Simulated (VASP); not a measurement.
# SiC in VASP: one cell, several levels of theory

Aim: gap, levels, forces and stress of SiC (wurtzite), under -1.0 % equal strain in all directions at fixed geometry. Runs: PBE, r2SCAN.

The runs shown are made with VASP 6.6.1. PAW datasets, plane waves. Calculated at 0 K for a non-magnetic cell.

### Step 1. Starting point

The cell comes from an earlier relaxation with r2SCAN in another program, then strained, with the atoms relaxed again.

The symmetry is P6_3mc (No. 186, hexagonal); conventional cell a = 3.045 Å, c = 4.998 Å, 10.03 Å³ an atom. Near Si stand 4 C at 1.86–1.88 Å; near C stand 4 Si at 1.86–1.88 Å.

The structure in full:

```cif
data_structure
_symmetry_space_group_name_H-M 'P6_3mc'
_symmetry_Int_Tables_number 186
_cell_length_a 3.0446
_cell_length_b 3.0446
_cell_length_c 4.9976
_cell_angle_alpha 90.000
_cell_angle_beta 90.000
_cell_angle_gamma 120.000
_cell_volume 40.12
loop_
_atom_site_label
_atom_site_type_symbol
_atom_site_symmetry_multiplicity
_atom_site_Wyckoff_symbol
_atom_site_fract_x
_atom_site_fract_y
_atom_site_fract_z
_atom_site_occupancy
Si1 Si 2 b 0.33333 0.66667 0.99960 1
C1 C 2 b 0.33333 0.66667 0.37540 1
```

### Step 2. PBE at this geometry

INCAR

```
ENCUT = 520.000000
SIGMA = 0.020000
EDIFF = 1.00e-07
GGA = PE
PREC = Accurate
IBRION = -1
ISIF = 2
ISMEAR = -1
NBANDS = 16
NELM = 120
NSW = 0
LASPH = .TRUE.
LCHARG = .TRUE.
LELF = .TRUE.
LWAVE = .FALSE.
LREAL = .FALSE.
```

KPOINTS

```
KPOINTS created by Atomic Simulation Environment
0
Gamma
12 12 6
0 0 0
```

KPOINTS_OPT

```
special points
6
Reciprocal
0.0000000000 0.0000000000 0.0000000000 1
0.5000000000 0.0000000000 0.0000000000 1
0.3333333333 0.3333333333 0.0000000000 1
0.0000000000 0.0000000000 0.5000000000 1
0.5000000000 0.0000000000 0.5000000000 1
0.3333333333 0.3333333333 0.5000000000 1
```

POSCAR

```
Si C
 1.0000000000000000
     3.0446026768352743    0.0000000000000000    0.0000000000000000
    -1.5223013384176372    2.6367032625694513    0.0000000000000000
     0.0000000000000000    0.0000000000000000    4.9976270101000004
 Si  C
   2   2
Cartesian
 -0.0000000000000000  1.7578021750463011 -0.0019828898376852
  1.5223013384176367  0.8789010875231505  2.4968306152123150
 -0.0000000000000000  1.7578021750463011  1.8760930186251852
  1.5223013384176367  0.8789010875231505  4.3749065236751852
```

The run uses the recommended PBE PAW datasets (16 valence electrons a neutral cell).

The run is started by

```
$ mpirun -np 1 vasp_std
```

Standard output, without the iteration lines:

```text
POSCAR found type information on POSCAR SiC
 POSCAR found :  2 types and       4 ions
 LDA part: xc-table for (Slater+PW92), standard interpolation
 POSCAR, INCAR and KPOINTS ok, starting setup
 FFT: planning ... GRIDC
 FFT: planning ... GRID_SOFT
 FFT: planning ... GRID
 WAVECAR not read
 entering main loop
 Start KPOINTS_OPT (optional k-point list driver)
k-point batch [1-6\6]
```

OSZICAR:

```text
N       E                     dE             d eps       ncg     rms          rms(c)
DAV:   1     0.240682830056E+02    0.24068E+02   -0.71095E+03  2432   0.895E+02
DAV:   2    -0.314861701131E+02   -0.55554E+02   -0.50839E+02  3392   0.158E+02
DAV:   3    -0.339336393012E+02   -0.24475E+01   -0.24382E+01  3208   0.302E+01
DAV:   4    -0.339510319840E+02   -0.17393E-01   -0.17390E-01  2976   0.311E+00
DAV:   5    -0.339511952618E+02   -0.16328E-03   -0.16328E-03  3152   0.287E-01    0.129E+01
DAV:   6    -0.301584445740E+02    0.37928E+01   -0.66801E+00  3048   0.159E+01    0.590E+00
DAV:   7    -0.300678077646E+02    0.90637E-01   -0.11904E+00  3448   0.640E+00    0.255E+00
DAV:   8    -0.300505094379E+02    0.17298E-01   -0.50110E-02  2808   0.142E+00    0.650E-01
DAV:   9    -0.300488586747E+02    0.16508E-02   -0.76818E-03  3152   0.599E-01    0.120E-01
DAV:  10    -0.300491541845E+02   -0.29551E-03   -0.97025E-04  2992   0.181E-01    0.566E-02
DAV:  11    -0.300491788703E+02   -0.24686E-04   -0.85607E-05  2824   0.667E-02    0.135E-02
DAV:  12    -0.300491798768E+02   -0.10065E-05   -0.60119E-06  3152   0.155E-02    0.388E-03
DAV:  13    -0.300491803503E+02   -0.47349E-06   -0.45621E-07  3048   0.438E-03    0.261E-03
DAV:  14    -0.300491803501E+02    0.21964E-09   -0.20455E-08  1696   0.993E-04
   1 F= -.30049180E+02 E0= -.30049180E+02  d E =-.170917E-10
       N       E                     dE             ncg
DAV:   1     0.206994016153E+04   -0.22569E+04      192
DAV:   2     0.174319254301E+04   -0.32675E+03      272
DAV:   3     0.173048038194E+04   -0.12712E+02      272
DAV:   4     0.173039480684E+04   -0.85575E-01      208
DAV:   5     0.173039388985E+04   -0.91700E-03      256
DAV:   6     0.173039387558E+04   -0.14270E-04      240
DAV:   7     0.173039387528E+04   -0.29550E-06      240
DAV:   8     0.173039387528E+04   -0.73571E-08      184
```

The lines after F= are the extra pass for the points of KPOINTS_OPT, at fixed density; their E is not a total energy.

OUTCAR, selected sections:

```text
k-points           NKPTS =     76   k-points in BZ     NKDIM =     76   number of bands    NBANDS=     16

   NELECT =      16.0000    total number of electrons

   dimension x,y,z NGX =    24 NGY =   24 NGZ =   40
   dimension x,y,z NGXF=    48 NGYF=   48 NGZF=   80

  energy-cutoff  :      520.00
  volume of cell :       40.12
      direct lattice vectors                 reciprocal lattice vectors
     3.044602677  0.000000000  0.000000000     0.328450082  0.189630743  0.000000000
    -1.522301338  2.636703263  0.000000000     0.000000000  0.379261487  0.000000000
     0.000000000  0.000000000  4.997627010     0.000000000  0.000000000  0.200094965

 k-points in reciprocal lattice and weights: KPOINTS created by Atomic Simulation Env
   0.00000000  0.00000000  0.00000000       0.001
   0.08333333 -0.00000000  0.00000000       0.007
   0.16666667 -0.00000000  0.00000000       0.007
   0.25000000 -0.00000000  0.00000000       0.007
   0.33333333 -0.00000000  0.00000000       0.007
   0.41666667  0.00000000  0.00000000       0.007
   0.50000000 -0.00000000  0.00000000       0.003
   0.08333333  0.08333333  0.00000000       0.007
[... 68 more k-points ...]

 E-fermi :   8.9833

 k-point     1 :       0.0000    0.0000    0.0000
  band No.  band energies     occupation
      1      -7.2053      2.00000
      2      -3.5248      2.00000
      3      -0.2654      2.00000
      4       7.2808      2.00000
      5       7.2808      2.00000
      6       8.4957      2.00000
      7       8.6108      2.00000
      8       8.6108      2.00000
      9      13.6769      0.00000
     10      15.1381      0.00000
     11      15.4615      0.00000
     12      15.4615      0.00000
     13      16.6216      0.00000
     14      17.7838      0.00000
     15      17.7838      0.00000
     16      20.1932      0.00000

 k-point     2 :       0.0833   -0.0000    0.0000
  band No.  band energies     occupation
      1      -7.0818      2.00000
      2      -3.4195      2.00000
      3      -0.1504      2.00000
      4       6.5895      2.00000
      5       7.0636      2.00000
      6       8.1517      2.00000
      7       8.4190      2.00000
      8       8.5460      2.00000
      9      14.0688      0.00000
     10      15.0234      0.00000
     11      15.5724      0.00000
     12      15.7213      0.00000
     13      16.8027      0.00000
     14      17.5053      0.00000
     15      18.0869      0.00000
     16      19.1315      0.00000

 k-point     3 :       0.1667   -0.0000    0.0000
  band No.  band energies     occupation
      1      -6.7144      2.00000
      2      -3.1126      2.00000
      3       0.1865      2.00000
      4       5.0746      2.00000
      5       6.5741      2.00000
      6       7.0362      2.00000
      7       8.1341      2.00000
      8       8.3260      2.00000
      9      13.6382      0.00000
     10      15.6108      0.00000
     11      15.9092      0.00000
     12      16.1852      0.00000
     13      16.2724      0.00000
     14      17.9253      0.00000
     15      18.3426      0.00000
     16      18.7023      0.00000

 k-point     4 :       0.2500   -0.0000    0.0000
  band No.  band energies     occupation
      1      -6.1142      2.00000
      2      -2.6418      2.00000
      3       0.7030      2.00000
      4       3.4075      2.00000
      5       5.6388      2.00000
      6       6.0444      2.00000
      7       7.5816      2.00000
      8       8.0049      2.00000
      9      12.7699      0.00000
     10      14.5204      0.00000
     11      16.1818      0.00000
     12      16.4464      0.00000
     13      16.9036      0.00000
     14      18.0954      0.00000
     15      18.8790      0.00000
     16      19.5947      0.00000

 k-point     5 :       0.3333   -0.0000    0.0000
  band No.  band energies     occupation
      1      -5.3089      2.00000
      2      -2.1321      2.00000
      3       1.0912      2.00000
      4       2.2335      2.00000
      5       4.2094      2.00000
      6       5.6069      2.00000
      7       6.7427      2.00000
      8       7.6958      2.00000
      9      12.0573      0.00000
     10      13.5521      0.00000
     11      16.0812      0.00000
     12      16.2015      0.00000
     13      17.3625      0.00000
     14      18.6392      0.00000
     15      19.7705      0.00000
     16      21.0265      0.00000

[... the tables of k-points 6 to 76 left out ...]

  Total        2.7071255      2.7071255      2.6195813     -0.0000000      0.0000000      0.0000000
  in kB      108.1093483    108.1093483    104.6132616     -0.0000000      0.0000000      0.0000000
  external PRESSURE =     106.9439860 kB  Pullay stress =       0.0000000 kB

 POSITION                                       TOTAL-FORCE (eV/Angst)
 -----------------------------------------------------------------------------------
      0.00000      1.75780      4.99564        -0.000000      0.000000      0.006678
      1.52230      0.87890      2.49683        -0.000000     -0.000000      0.006678
      0.00000      1.75780      1.87609         0.000000     -0.000000     -0.006678
      1.52230      0.87890      4.37491        -0.000000      0.000000     -0.006678
 -----------------------------------------------------------------------------------
    total drift:                                0.000000      0.000000     -0.000101

  FREE ENERGIE OF THE ION-ELECTRON SYSTEM (eV)
  ---------------------------------------------------
  free  energy   TOTEN  =       -30.0491803501 eV

  energy  without entropy=      -30.0491803500  energy(sigma->0) =      -30.04918035
```

Run time: 44 s. Hardware: 1 MPI rank of Intel Xeon Platinum 8488C, shared host; peak memory 0.2 GiB.

The levels at the points of KPOINTS_OPT are read from vasprun.xml.

Band energies at the special points (eV, zero at the top of v, the last band that the electrons fill by count):

```tsv
point	v−1	v	c	c+1
Γ	0.00	0.00	5.07	6.53
M	-3.37	-1.20	2.83	4.25
K	-4.13	-3.93	2.22	8.28
A	-0.72	-0.72	6.16	6.16
L	-2.36	-2.36	3.35	3.35
H	-1.75	-1.75	5.22	5.22
```

PBE gives an indirect gap of 2.22 eV, from Γ to K; the least direct gap is 4.03 eV. Pressure: 10.69 GPa; the forces vanish within 0.01 eV/Å.

Density in a lattice plane of the grid's cell (edges 3.04 and 5.00 Å, at 0.333 of the third edge), which holds Si and C.

Ten even steps from '0' (-0.12 e/Å³) to '9' (1.72 e/Å³):
```
32223357899864
32222458999975
32222358999974
21112246899853
11111234677642
11111123455432
11111123344322
11111222222222
22222222101122
32222332000123
33333332100233
33333333211233
33333322222222
22222222111122
12222111111111
11111111111111
11111111111111
11111111222111
22222223333322
32222344566543
```
Columns run along the first of these edges and rows up along the second, over one cell in 14 and 20 even steps from the bottom left corner. Atoms in the plane (fractional): Si at (0.67, 0.50), C at (0.67, 0.88).

ELF in the same plane.

Ten even steps from ' ' (0.05) to '@' (0.92):
```
%%**====##%%@@%%**====##%%@@
%%**====**%%%%##--  ..++%%%%
##++----++##%%##--    ==##%%
++--..::==**####**++++######
==..    ::++##%%@@@@@@%%%%**
::      ..--**%%@@@@@@@@%%++
::      ..::++##@@@@@@%%**==
--::::::::----==++****++==--
++++====++++==::........--==
####**######**--..    ..==##
%%%%####%%%%##++::    --**%%
%%######%%%%##**--....==**%%
####****####**++--::::==**##
++******++++==--::..::::==++
==++++++==--::....    ....--
::--====--::..            ..
::::----::....            ..
--::::::::------------------
++--::::==++****************
##++----**%%%%%%######%%%%%%
```
Columns run along the first of these edges and rows up along the second, over one cell in 14 and 20 even steps from the bottom left corner. Atoms in the plane (fractional): Si at (0.67, 0.50), C at (0.67, 0.88).

Both are smooth fields of the valence electrons: close to the nuclei they are not physical.

The highest ELF values outside the cores: 0.93 on the C–Si line, 0.9 Å from C.

### Step 3. Single point with r2SCAN

INCAR

```
ENCUT = 520.000000
SIGMA = 0.010000
EDIFF = 1.00e-07
ALGO = Normal
METAGGA = R2SCAN
PREC = Accurate
IBRION = -1
ISIF = 2
ISMEAR = 0
NBANDS = 16
NELM = 120
NSW = 0
LASPH = .TRUE.
LCHARG = .TRUE.
LELF = .TRUE.
LWAVE = .FALSE.
LREAL = .FALSE.
```

KPOINTS is that of step 2.

KPOINTS_OPT is that of step 2.

POSCAR is that of step 2.

The run is started by

```
$ mpirun -np 1 vasp_std
```

Standard output, without the iteration lines:

```text
POSCAR found type information on POSCAR SiC
 POSCAR found :  2 types and       4 ions
 -----------------------------------------------------------------------------
|                                                                             |
|                                                                             |
|     You enforced a specific xc type in the INCAR file but a different       |
|     I HOPE YOU KNOW WHAT YOU ARE DOING!                                     |
|                                                                             |
 -----------------------------------------------------------------------------

 LDA part: xc-table for (None), standard interpolation
 POSCAR, INCAR and KPOINTS ok, starting setup
 FFT: planning ... GRIDC
 FFT: planning ... GRID_SOFT
 FFT: planning ... GRID
 WAVECAR not read
 entering main loop
 Start KPOINTS_OPT (optional k-point list driver)
k-point batch [1-6\6]
```

OSZICAR:

```text
N       E                     dE             d eps       ncg     rms          rms(c)
DAV:   1     0.147792916950E+02    0.14779E+02   -0.73451E+03  2432   0.926E+02
DAV:   2    -0.422651147562E+02   -0.57044E+02   -0.52136E+02  3392   0.163E+02
DAV:   3    -0.447207194964E+02   -0.24556E+01   -0.24462E+01  3176   0.307E+01
DAV:   4    -0.447375162068E+02   -0.16797E-01   -0.16794E-01  2976   0.311E+00
DAV:   5    -0.447376674068E+02   -0.15120E-03   -0.15120E-03  3144   0.281E-01    0.135E+01
DAV:   6    -0.385246415265E+02    0.62130E+01   -0.57614E+00  3112   0.148E+01    0.774E+00
DAV:   7    -0.385905434748E+02   -0.65902E-01   -0.13269E+00  3448   0.678E+00    0.337E+00
DAV:   8    -0.386102453599E+02   -0.19702E-01   -0.24855E-02  2728   0.131E+00    0.597E-01
DAV:   9    -0.386115978724E+02   -0.13525E-02   -0.49894E-03  3416   0.520E-01    0.201E-01
DAV:  10    -0.386117262207E+02   -0.12835E-03   -0.30049E-04  2752   0.112E-01    0.472E-02
DAV:  11    -0.386117225286E+02    0.36921E-05   -0.46085E-05  3224   0.530E-02    0.717E-03
DAV:  12    -0.386117233942E+02   -0.86559E-06   -0.37489E-06  2880   0.136E-02    0.458E-03
DAV:  13    -0.386117233908E+02    0.34411E-08   -0.22711E-07  3376   0.294E-03
   1 F= -.38611723E+02 E0= -.38611723E+02  d E =-.107015E-86
       N       E                     dE             ncg
DAV:   1     0.204717022333E+04   -0.22797E+04      192
DAV:   2     0.170432478479E+04   -0.34285E+03      272
DAV:   3     0.169128989521E+04   -0.13035E+02      256
DAV:   4     0.169120714323E+04   -0.82752E-01      224
DAV:   5     0.169120630735E+04   -0.83588E-03      240
DAV:   6     0.169120629480E+04   -0.12550E-04      248
DAV:   7     0.169120629456E+04   -0.24677E-06      240
DAV:   8     0.169120629455E+04   -0.53903E-08      200
```

OUTCAR, selected sections:

```text
k-points           NKPTS =     76   k-points in BZ     NKDIM =     76   number of bands    NBANDS=     16

   NELECT =      16.0000    total number of electrons

   dimension x,y,z NGX =    24 NGY =   24 NGZ =   40
   dimension x,y,z NGXF=    48 NGYF=   48 NGZF=   80

  energy-cutoff  :      520.00
  volume of cell :       40.12
      direct lattice vectors                 reciprocal lattice vectors
     3.044602677  0.000000000  0.000000000     0.328450082  0.189630743  0.000000000
    -1.522301338  2.636703263  0.000000000     0.000000000  0.379261487  0.000000000
     0.000000000  0.000000000  4.997627010     0.000000000  0.000000000  0.200094965

 k-points in reciprocal lattice and weights: KPOINTS created by Atomic Simulation Env
   0.00000000  0.00000000  0.00000000       0.001
   0.08333333 -0.00000000  0.00000000       0.007
   0.16666667 -0.00000000  0.00000000       0.007
   0.25000000 -0.00000000  0.00000000       0.007
   0.33333333 -0.00000000  0.00000000       0.007
   0.41666667  0.00000000  0.00000000       0.007
   0.50000000 -0.00000000  0.00000000       0.003
   0.08333333  0.08333333  0.00000000       0.007
[... 68 more k-points ...]

 E-fermi :   8.6275

 k-point     1 :       0.0000    0.0000    0.0000
  band No.  band energies     occupation
      1      -8.1115      2.00000
      2      -4.3698      2.00000
      3      -0.6772      2.00000
      4       7.0906      2.00000
      5       7.0906      2.00000
      6       8.3752      2.00000
      7       8.4901      2.00000
      8       8.4901      2.00000
      9      14.1450      0.00000
     10      15.6028      0.00000
     11      15.8770      0.00000
     12      15.8770      0.00000
     13      17.1072      0.00000
     14      18.2974      0.00000
     15      18.2974      0.00000
     16      20.6514      0.00000

 k-point     2 :       0.0833   -0.0000    0.0000
  band No.  band energies     occupation
      1      -7.9835      2.00000
      2      -4.2620      2.00000
      3      -0.5580      2.00000
      4       6.3846      2.00000
      5       6.8654      2.00000
      6       8.0101      2.00000
      7       8.2945      2.00000
      8       8.4212      2.00000
      9      14.5374      0.00000
     10      15.4715      0.00000
     11      16.0263      0.00000
     12      16.1508      0.00000
     13      17.3144      0.00000
     14      18.0340      0.00000
     15      18.6237      0.00000
     16      19.6676      0.00000

 k-point     3 :       0.1667   -0.0000    0.0000
  band No.  band energies     occupation
      1      -7.6033      2.00000
      2      -3.9493      2.00000
      3      -0.2092      2.00000
      4       4.8256      2.00000
      5       6.3562      2.00000
      6       6.8411      2.00000
      7       7.9982      2.00000
      8       8.1899      2.00000
      9      14.0514      0.00000
     10      16.0885      0.00000
     11      16.4042      0.00000
     12      16.7194      0.00000
     13      16.7307      0.00000
     14      18.4671      0.00000
     15      18.9356      0.00000
     16      19.2650      0.00000

 k-point     4 :       0.2500   -0.0000    0.0000
  band No.  band energies     occupation
      1      -6.9835      2.00000
      2      -3.4741      2.00000
      3       0.3253      2.00000
      4       3.1084      2.00000
      5       5.3765      2.00000
      6       5.8033      2.00000
      7       7.4296      2.00000
      8       7.8530      2.00000
      9      13.1535      0.00000
     10      14.9392      0.00000
     11      16.6878      0.00000
     12      16.8992      0.00000
     13      17.4545      0.00000
     14      18.6943      0.00000
     15      19.5751      0.00000
     16      20.2058      0.00000

 k-point     5 :       0.3333   -0.0000    0.0000
  band No.  band energies     occupation
      1      -6.1554      2.00000
      2      -2.9713      2.00000
      3       0.7304      2.00000
      4       1.9070      2.00000
      5       3.8852      2.00000
      6       5.3457      2.00000
      7       6.5727      2.00000
      8       7.5285      2.00000
      9      12.4179      0.00000
     10      13.9231      0.00000
     11      16.5801      0.00000
     12      16.6289      0.00000
     13      17.9085      0.00000
     14      19.3383      0.00000
     15      20.5052      0.00000
     16      21.8991      0.00000

[... the tables of k-points 6 to 76 left out ...]

  Total        1.7845789      1.7845789      1.7434857     -0.0000000      0.0000000      0.0000000
  in kB       71.2673518     71.2673518     69.6262873     -0.0000000      0.0000000      0.0000000
  external PRESSURE =      70.7203303 kB  Pullay stress =       0.0000000 kB

 POSITION                                       TOTAL-FORCE (eV/Angst)
 -----------------------------------------------------------------------------------
      0.00000      1.75780      4.99564         0.000000     -0.000000      0.003904
      1.52230      0.87890      2.49683        -0.000000     -0.000000      0.003904
      0.00000      1.75780      1.87609         0.000000     -0.000000     -0.003904
      1.52230      0.87890      4.37491        -0.000000      0.000000     -0.003904
 -----------------------------------------------------------------------------------
    total drift:                                0.000000      0.000000      0.000455

  FREE ENERGIE OF THE ION-ELECTRON SYSTEM (eV)
  ---------------------------------------------------
  free  energy   TOTEN  =       -38.6117233908 eV

  energy  without entropy=      -38.6117233908  energy(sigma->0) =      -38.61172339
```

Wall time 2.1 min (1 MPI rank of Intel Xeon Platinum 8488C, shared host); peak memory 0.21 GiB.

The levels at the points of KPOINTS_OPT are read from vasprun.xml.

Near the gap, in eV above the top of the last filled band v; c is the band after it:

```tsv
point	v−1	v	c	c+1
Γ	0.00	0.00	5.65	7.11
M	-3.45	-1.27	3.29	4.70
K	-4.27	-4.08	2.61	8.97
A	-0.76	-0.76	6.78	6.78
L	-2.47	-2.47	3.80	3.80
H	-1.84	-1.84	5.76	5.76
```

The r2SCAN gap is 2.61 eV and indirect (Γ to K), with 4.56 eV as the least direct one. The pressure is 7.07 GPa; the forces vanish within 0.01 eV/Å.

### Step 4. Results

| level | gap (eV) | pressure (GPa) |
| --- | --- | --- |
| PBE | 2.22 | 10.69 |
| r2SCAN | 2.61 | 7.07 |

The gap spans 2.22 eV (PBE) to 2.61 eV (r2SCAN). At this one volume the pressure spans 7.1 GPa (r2SCAN) to 10.7 GPa (PBE): PBE wants the largest cell and r2SCAN the smallest.
